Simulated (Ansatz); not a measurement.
Exchange couplings of NiO against the energies of its magnetic orders (computed with Ansatz 0.2.0)

Space group Fm-3m (No. 225), 2 atoms in the cell of the first input below: a = 2.958 Å, b = 2.958 Å, c = 2.958 Å, α = 60.00°, β = 60.00°, γ = 60.00°.

The structure is a measured one, not always of the ambient phase, taken without relaxation (pressure 3.6 GPa with this functional, without spin–orbit coupling). Functional: PBEsol+U (Ni 7.2 eV).

The couplings come from the ferromagnetic state by the force theorem with constrained moments:

```yaml
crystal:
  lattice:
    - [0.0, 2.0913095126, 2.0913095126]
    - [2.0913095126, 0.0, 2.0913095126]
    - [2.0913095126, 2.0913095126, 0.0]
  atoms:
    - { symbol: Ni, position: [0.0, 0.0, 0.0], spin: 1.9 }
    - { symbol: O, position: [0.5, 0.5, 0.5] }
basis:
  ecutwfc: 420
  ecutrho_ratio: 4
kpoints:
  mp_grid: { grid: [10, 10, 10] }
  band_path:
    path:
      - [[0.0, 0.0, 0.0], [0.5, 0.0, 0.5], [0.625, 0.25, 0.625]]
      - [[0.375, 0.375, 0.75], [0.0, 0.0, 0.0], [0.5, 0.5, 0.5], [0.5, 0.25, 0.75], [0.5, 0.0, 0.5]]
    npoints: 6
hamiltonian:
  xc: pbesol
  hubbard: { sites: [{ species: Ni, l: d, u_eff: 7.2 }] }
scf:
  occupations: { method: gaussian, width: 0.05 }
  lower_state_search: "off"
output:
  forces: true
  stress: true
  eigenvalues: true
  populations: true
  hubbard: { sites: [{ species: Ni, l: d }] }
  eigenstates:
    nscf_kmesh: { grid: [10, 10, 10] }
    top_band: c28
    exchange_couplings: { magnetic: [{ site: 0 }] }
    magnetocrystalline_anisotropy: {}
magnetization:
  spin_polarized: true
checkpoint:
  read: start.run
  write: ck
  compress: false
  write_wavefunctions: false
  write_every: 100000
```

```bash
ansatz run input.yaml --threads 4 --pin off --max-ram 9216MiB --backend cpu --events-out ev --progress --plain --runs-dir out
```

start.run is the saved state of an earlier run of the same cell.

Time: 72 s on 4 threads of Intel(R) Xeon(R) Processor @ 2.50GHz (Skylake/Cascade Lake), on a shared host, peak memory 0.85 GiB.

Couplings between Ni atoms, for E = −Σ(i≠j) J_ij e_i·e_j with unit vectors (each pair counted twice):

| distance (Å) | neighbours | J (meV) |
| --- | --- | --- |
| 2.958 | 12 | 0.700 |
| 4.183 | 6 | -8.869 |
| 5.123 | 24 | 0.023 |
| 5.915 | 12 | -0.277 |
| 6.613 | 24 | -0.036 |
| 7.245 | 8 | -0.014 |
| 7.825 | 48 | -0.001 |
| 8.365 | 6 | 0.239 |
| 8.873 | 24 | -0.001 |
| 8.873 | 12 | -0.006 |

26 shells out to 14.5 Å enter the sums below; those further out add 0.01 meV to J(0).

The program gives no ordering temperature for this run: by its own couplings the state isn't the lowest.

At rigid moments, leaving out the upper third of the empty bands moves a coupling by under 1 % of the largest.

Task: What energy per Ni above the ferromagnet does the model give for the order with wave vector q = (0.000, 0.000, 0.500) in units of the reciprocal cell vectors?

Result: E(q) − E(0) = Σ J_ij (1 − cos q·R_ij). The shells that add most, as J × Σ(1 − cos): 0.700 × 12.00 at 2.96 Å, -8.869 × 12.00 at 4.18 Å, 0.023 × 24.00 at 5.12 Å, -0.036 × 24.00 at 6.61 Å, -0.014 × 16.00 at 7.25 Å, 0.006 × 48.00 at 9.35 Å, and -0.17 meV from the 20 other shells kept; in all -98.45 meV.

Each order was then solved self-consistently. The input for the first:

```yaml
crystal:
  lattice:
    - [0.0, 2.0913095126, 2.0913095126]
    - [2.0913095126, 0.0, 2.0913095126]
    - [4.1826190252, 4.1826190252, 0.0]
  atoms:
    - { symbol: Ni, position: [0.0, 0.0, 0.0], spin: 2.0 }
    - { symbol: O, position: [0.5, 0.5, 0.25] }
    - { symbol: Ni, position: [0.0, 0.0, 0.5], spin: -2.0 }
    - { symbol: O, position: [0.5, 0.5, 0.75] }
basis:
  ecutwfc: 420
  ecutrho_ratio: 4
kpoints:
  mp_grid: { grid: [10, 10, 5] }
hamiltonian:
  xc: pbesol
  hubbard: { sites: [{ species: Ni, l: d, u_eff: 7.2 }] }
scf:
  occupations: { method: gaussian, width: 0.05 }
  lower_state_search: "off"
output:
  forces: true
  stress: true
  eigenvalues: true
  populations: true
  hubbard: { sites: [{ species: Ni, l: d }] }
  write_density: true
  write_potential: true
  elf: true
  volumetric_format: npy
magnetization:
  spin_polarized: true
checkpoint:
  read: start.run
  write: ck
  compress: false
  write_wavefunctions: false
  write_every: 100000
```

```bash
ansatz run input.yaml --threads 4 --pin off --max-ram 9216MiB --backend cpu --events-out ev --progress --plain --runs-dir out
```

start.run is the saved state of an earlier run of the same cell.

Time: 7 s on 4 threads of Intel(R) Xeon(R) Processor @ 2.50GHz (Skylake/Cascade Lake), with other jobs on the host, peak memory 0.5 GiB.

Total energies count from the ferromagnet on the 10×10×10 mesh, or from a ferromagnetic run in the same doubled cell where its mesh isn't the equal of that (spin moment 1.73 μB).

```
                            order                  q  model (meV)  total energies (meV)  largest spin moment (μB)  gap on the mesh (eV)
collinear order in a doubled cell  0.000 0.000 0.500       -98.45                -90.10                      1.68                  3.11
collinear order in a doubled cell  0.000 0.500 0.500        10.68                  9.85                      1.74                  2.29
```

The model has the sign of the total energies in all 2 rows, and meets their size within a tenth for 2; the largest miss is 8.34 meV. The lowest state tried has q = (0.000, 0.000, 0.500), 90.10 meV under the ferromagnet. The couplings are derived for small turns about the ferromagnet. By its own couplings the ferromagnet isn't the lowest state: J(q) is largest at q = (0.000, 0.000, -0.500).

Caveats: no spin–orbit coupling; not tested for a lower state; state of the open shells carried from another run; the order found in nature may be another, or none.

The exchange in NiO is dominated by the antiferromagnetic second-neighbour coupling of -8.869 meV, while the nearest-neighbour coupling is weakly ferromagnetic at 0.700 meV. This is the superexchange pattern expected for octahedral d⁸ Ni²⁺. The half-filled eg orbitals point at the oxygens and couple strongly through the pσ orbital along the straight Ni–O–Ni bridge, whereas the right-angled path engages orthogonal p orbitals and leaves only a small coupling.

The energies of the two orders follow from this. The lower one makes every second-neighbour pair antiparallel and is the known type-II order of NiO. The other, type I, keeps those pairs parallel and only breaks up ferromagnetic nearest-neighbour pairs, so it lies above the ferromagnet. Its smaller gap probably reflects eg hopping through oxygen between parallel spins, which type-II order suppresses.

The total energies thus support the leading couplings, but they don't test the one at 5.915 Å, whose pairs stay parallel in both orders.
